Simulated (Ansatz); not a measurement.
input.yaml

```yaml
crystal:
  lattice:
    - [3.5633720178, 0.0, 0.0]
    - [-1.7816860089, 3.9839710305, 0.0]
    - [0.0, 0.0, 25.3583246792]
  atoms:
    - { symbol: Cu, position: [0.7, 0.4, 0.2957608633] }
    - { symbol: Cu, position: [0.4, 0.8, 0.327182269] }
    - { symbol: Cu, position: [0.1, 0.2, 0.3586036746] }
    - { symbol: Cu, position: [0.8, 0.6, 0.3900250803] }
    - { symbol: Cu, position: [0.5, 0.0, 0.4214464859] }
    - { symbol: Cu, position: [0.2, 0.4, 0.4528678915] }
    - { symbol: Cu, position: [0.9, 0.8, 0.4842892972] }
    - { symbol: Cu, position: [0.6, 0.2, 0.5157107028] }
    - { symbol: Cu, position: [0.3, 0.6, 0.5471321085] }
    - { symbol: Cu, position: [0.0, 0.0, 0.5785535141] }
    - { symbol: Cu, position: [0.7, 0.4, 0.6099749197] }
    - { symbol: Cu, position: [0.4, 0.8, 0.6413963254] }
    - { symbol: Cu, position: [0.1, 0.2, 0.672817731] }
    - { symbol: Cu, position: [0.8, 0.6, 0.7042391367] }
basis:
  ecutwfc: 420
kpoints:
  mp_grid: { grid: [11, 9, 1] }
hamiltonian:
  xc: pbesol
scf:
  occupations: { method: gaussian, width: 0.1 }
output:
  forces: true
  stress: true
  eigenvalues: true
  write_density: true
  write_potential: true
  elf: true
  volumetric_format: npy
efield:
  axis: 3
  dipole_correction: true
  ramp_width: 0.04
```

Command:
```bash
ansatz run input.yaml --threads 4 --pin off --max-ram 10240MiB --backend cpu --events-out ev --progress --plain --runs-dir out
```

Theory: Ansatz, DFT PBEsol, scalar-relativistic, plane waves, PAW.

Abridged output (iterations and final results):

```
SCF iter   1: F=—  HF=-92239.219605 eV  |F-HF|=—  |Δ(HF+E_count)|=         —  Δρ=1.41e-2  dr2=6.19e-1  ethr=1.77e-3  p=0.000 e·Å  D=4.64e-13 V/Å  ΔV_dip= 0.00 eV  dr2_dipole=4.88e-8  V_vac-E_F(+/−)=4.14/4.14 eV  ⟨swp⟩=6.1  Hψ=31158  notcnv=0  defer=527
efield: sawtooth ramp at fractional position 0.9800 (placed from the atoms, in the widest stretch of the axis that holds none; the zero of the levels goes with the place), width 0.0400; the density the first Hamiltonian is built on has a dipole p = 0.000 e·Å; the dipole correction subtracts the counter field D = 4.64e-13 V/Å, which shifts the + side's vacuum level by  0.00 eV against the − side's; the planar-averaged density in the ramp window peaks in size at 4.9e-6 e/Å³
SCF iter   2: F=—  HF=-92239.971245 eV  |F-HF|=—  |Δ(HF+E_count)|=   7.52e-1  Δρ=4.00e-2  dr2=3.09e0  ethr=2.33e-4  p= 0.000 e·Å  D=-3.95e-6 V/Å  ΔV_dip=0.00 eV  dr2_dipole=2.73e-8  V_vac-E_F(+/−)=4.48/4.48 eV  ⟨swp⟩=2.9  Hψ=17651  notcnv=0  defer=994  recentre
SCF iter   3: F=—  HF=-92239.143888 eV  |F-HF|=—  |Δ(HF+E_count)|=   8.27e-1  Δρ=3.16e-3  dr2=3.96e-2  ethr=2.33e-4  p= 0.000 e·Å  D=-2.07e-6 V/Å  ΔV_dip=0.00 eV  dr2_dipole=1.27e-8  V_vac-E_F(+/−)=4.26/4.26 eV  ⟨swp⟩=2.5  Hψ=15719  notcnv=0  defer=980
SCF iter   4: F=—  HF=-92239.137922 eV  |F-HF|=—  |Δ(HF+E_count)|=   5.97e-3  Δρ=1.08e-3  dr2=3.25e-3  ethr=1.49e-5  p= 0.000 e·Å  D=-3.66e-8 V/Å  ΔV_dip=0.00 eV  dr2_dipole=1.76e-9  V_vac-E_F(+/−)=4.30/4.30 eV  ⟨swp⟩=2.4  Hψ=11539  notcnv=0  defer=980
SCF iter   5: F=—  HF=-92239.137486 eV  |F-HF|=—  |Δ(HF+E_count)|=   4.36e-4  Δρ=3.58e-4  dr2=2.43e-4  ethr=1.22e-6  p= 0.000 e·Å  D=-4.04e-7 V/Å  ΔV_dip=0.00 eV  dr2_dipole=1.54e-9  V_vac-E_F(+/−)=4.30/4.30 eV  ⟨swp⟩=2.0  Hψ=10885  notcnv=0  defer=980
SCF iter   6: F=—  HF=-92239.137603 eV  |F-HF|=—  |Δ(HF+E_count)|=   1.17e-4  Δρ=1.18e-4  dr2=3.39e-5  ethr=9.12e-8  p= 0.000 e·Å  D=-2.30e-7 V/Å  ΔV_dip=0.00 eV  dr2_dipole=2.82e-10  V_vac-E_F(+/−)=4.30/4.30 eV  ⟨swp⟩=3.6  Hψ=15896  notcnv=0  defer=980
SCF iter   7: F=—  HF=-92239.137601 eV  |F-HF|=—  |Δ(HF+E_count)|=   1.83e-6  Δρ=5.37e-5  dr2=6.94e-6  ethr=1.27e-8  p= 0.000 e·Å  D=-9.22e-8 V/Å  ΔV_dip=0.00 eV  dr2_dipole=1.09e-10  V_vac-E_F(+/−)=4.30/4.30 eV  ⟨swp⟩=2.0  Hψ=10753  notcnv=0  defer=980
SCF iter   8: F=—  HF=-92239.137607 eV  |F-HF|=—  |Δ(HF+E_count)|=   5.73e-6  Δρ=1.45e-5  dr2=6.65e-7  ethr=2.61e-9  p= 0.000 e·Å  D=-4.61e-8 V/Å  ΔV_dip=0.00 eV  dr2_dipole=1.88e-11  V_vac-E_F(+/−)=4.30/4.30 eV  ⟨swp⟩=2.0  Hψ=10838  notcnv=0  defer=980
SCF iter   9: F=—  HF=-92239.137608 eV  |F-HF|=—  |Δ(HF+E_count)|=   9.86e-7  Δρ=7.06e-6  dr2=1.17e-7  ethr=3.76e-11  p=0.000 e·Å  D=1.97e-8 V/Å  ΔV_dip= 0.00 eV  dr2_dipole=2.45e-12  V_vac-E_F(+/−)=4.30/4.30 eV  ⟨swp⟩=22.2  Hψ=74974  notcnv=0
SCF iter  10: F=-92239.137608 eV  HF=-92239.137608 eV  |F-HF|=1.16e-8  |Δ(HF+E_count)|=   1.13e-7  Δρ=5.37e-6  dr2=6.53e-8  ethr=3.76e-11  p= 0.000 e·Å  D=-1.55e-8 V/Å  ΔV_dip=0.00 eV  dr2_dipole=5.27e-13  V_vac-E_F(+/−)=4.30/4.30 eV  ⟨swp⟩=12.2  Hψ=57491  notcnv=0
SCF 1 converged in 10 iterations: F = -92239.137608 eV  dr2 = 6.53e-8
WARN: The output density's exchange-correlation potential varies sharply where the density is thin. Do not read a vacuum level from v_tot or v_xc, or from such a field of the output density. On a cell that repeats whose density bears no net charge and no dipole along the vacuum's axis use v_es (v_loc + v_h of the components); under efield.dipole_correction with no amplitude use v_es + v_field, which holds any external_charges[].barrier, or the levels of the report's work_function block, which leave it out; under a non-zero efield.amplitude the vacuum is tilted and has no level; on a cell that repeats and bears such a dipole with no correction it is tilted too, and efield.dipole_correction wi ...
SCF converged after 10 iterations
Free energy (F): -92239.137608 eV
Harris-Foulkes:  -92239.137608 eV  (|F-HF|=1.16e-8)
Internal energy: -92239.111967 eV  (E = F + TS)
E sigma→0 (E₀):  -92239.124787 eV
Entropy (-TS):   -0.025641 eV (-1.832 meV/atom)
Fermi energy:    5.337481 eV
Dipole field:    D = 0.000001 V/Å  (p = 0.000001 e·Å, saw-weighted, corrected)
Work function:   Φ+ = 4.2960 eV   Φ− = 4.2960 eV
Levels:          The Fermi level and band energies are counted from a zero that moves with the ramp; work functions are not
--- Per-component energies (eV) ---
  E_band       = -8040.708975
  E_kinetic    = 4203.546558
  E_local      = -654299.854637  (includes V_loc(G=0)·N_el)
  E_nonlocal   = 5496.515181
  E_hartree    = 322242.058640
  E_xc         = -1241.705868
  E_vxc        = -1609.169103  (∫ρ·V_xc dr)
  E_paw        = -22781.650188  (= ΣΔE_a)
  E_vpaw       = -6315.968415  (= ΣTr[D̂ρ^β])
  E_aug_tail   = 0.003225  (compensation charges beyond the density's cutoff)
  E_efield     = 0.000000  (sawtooth field / dipole correction)
  E_vefield    = 0.000000  (∫n·V_field dr)
  E_ewald      = 254139.088292
  E_core_change = 2.886831  (= ΣΔE_core)
  E_smearing   = -0.025641  (= −TS)
--- Forces (eV/Å), atoms counted from 1 ---
  atom   1  Cu     0.00387128     0.02846895     0.68079206
  atom   2  Cu    -0.00290556    -0.02574867    -0.05813142
  atom   3  Cu    -0.00726766     0.00185775    -0.45118113
  atom   4  Cu     0.00890535     0.02872901    -0.22627322
  atom   5  Cu     0.00003226     0.00436399     0.08025295
  atom   6  Cu    -0.00622407    -0.00688830     0.01863242
  atom   7  Cu    -0.00189142    -0.01749680    -0.05393622
  atom   8  Cu     0.00189144     0.01749678     0.05393618
  atom   9  Cu     0.00622405     0.00688828    -0.01863257
  atom  10  Cu    -0.00003227    -0.00436397    -0.08025290
  atom  11  Cu    -0.00890533    -0.02872897     0.22627321
  atom  12  Cu     0.00726764    -0.00185779     0.45118099
  atom  13  Cu     0.00290558     0.02574858     0.05813186
  atom  14  Cu    -0.00387129    -0.02846895    -0.68079181
--- Stress (GPa, compression-positive) ---
       -2.255056       0.063685       0.001814
        0.063685      -1.740257      -0.102271
        0.001814      -0.102271      -1.052846
  P = ⅓ Tr σ = -1.6827 GPa (-16.827 kbar)
--- Band table (eV; the first three rows and the last of 50) ---
  k-point 0: bands = ["-107.0774", "-107.0728", "-107.0457", "-107.0387", "-107.0335", "-107.0334", "-107.0260", "-107.0258", "-106.9606", "-106.9606", "-106.6833", "-106.6833", "-106.3011", "-106.3011", "-64.6363", "-64.6217", "-64.6178", "-64.6149", "-64.6037", "-64.6032", "-64.5927", "-64.5902", "-64.5856", "-64.5774", "-64.5732", "-64.5700", "-64.5640", "-64.5629", "-64.5571", "-64.5497", "-64.5449", "-64.5421", "-64.5402", "-64.5385", "-64.5280", "-64.5270", "-64.5226", "-64.5195", "-64.4841", "-64.4839", "-64.4819", "-64.4817", "-64.4684", "-64.4677", "-64.2436", "-64.2436", "-64.2157", "-64.2157", "-64.1768", "-64.1768", "-63.8597", "-63.8597", "-63.8462", "-63.8462", "-63.8257", "-63 ...
  k-point 1: bands = ["-107.0772", "-107.0728", "-107.0457", "-107.0389", "-107.0334", "-107.0331", "-107.0262", "-107.0260", "-106.9606", "-106.9606", "-106.6833", "-106.6833", "-106.3011", "-106.3011", "-64.6349", "-64.6224", "-64.6195", "-64.6171", "-64.6037", "-64.6030", "-64.5898", "-64.5878", "-64.5861", "-64.5752", "-64.5738", "-64.5672", "-64.5654", "-64.5633", "-64.5559", "-64.5498", "-64.5466", "-64.5420", "-64.5405", "-64.5369", "-64.5295", "-64.5277", "-64.5226", "-64.5206", "-64.4848", "-64.4844", "-64.4821", "-64.4820", "-64.4683", "-64.4677", "-64.2437", "-64.2437", "-64.2157", "-64.2157", "-64.1768", "-64.1768", "-63.8598", "-63.8598", "-63.8462", "-63.8462", "-63.8256", "-63 ...
  k-point 2: bands = ["-107.0767", "-107.0726", "-107.0455", "-107.0395", "-107.0329", "-107.0325", "-107.0268", "-107.0266", "-106.9607", "-106.9607", "-106.6833", "-106.6833", "-106.3012", "-106.3012", "-64.6337", "-64.6267", "-64.6219", "-64.6145", "-64.6060", "-64.6022", "-64.5909", "-64.5814", "-64.5794", "-64.5740", "-64.5696", "-64.5684", "-64.5640", "-64.5626", "-64.5541", "-64.5512", "-64.5498", "-64.5412", "-64.5403", "-64.5349", "-64.5333", "-64.5298", "-64.5260", "-64.5210", "-64.4863", "-64.4857", "-64.4825", "-64.4824", "-64.4684", "-64.4677", "-64.2439", "-64.2439", "-64.2157", "-64.2157", "-64.1768", "-64.1768", "-63.8602", "-63.8602", "-63.8461", "-63.8461", "-63.8255", "-63 ...
  k-point 49: bands = ["-107.0751", "-107.0722", "-107.0443", "-107.0408", "-107.0320", "-107.0316", "-107.0284", "-107.0282", "-106.9608", "-106.9608", "-106.6833", "-106.6833", "-106.3012", "-106.3012", "-64.6398", "-64.6380", "-64.6260", "-64.6201", "-64.6152", "-64.6041", "-64.5945", "-64.5888", "-64.5833", "-64.5736", "-64.5670", "-64.5641", "-64.5539", "-64.5522", "-64.5487", "-64.5437", "-64.5421", "-64.5411", "-64.5378", "-64.5368", "-64.5332", "-64.5301", "-64.5275", "-64.5262", "-64.4872", "-64.4871", "-64.4806", "-64.4802", "-64.4678", "-64.4676", "-64.2438", "-64.2438", "-64.2159", "-64.2159", "-64.1766", "-64.1766", "-63.8600", "-63.8600", "-63.8465", "-63.8465", "-63.8253", "-6 ...
```

The run converged.

Time: 76 s on 4 threads of Intel(R) Xeon(R) 6975P-C (Granite Rapids) (shared host), peak memory 2.6 GiB.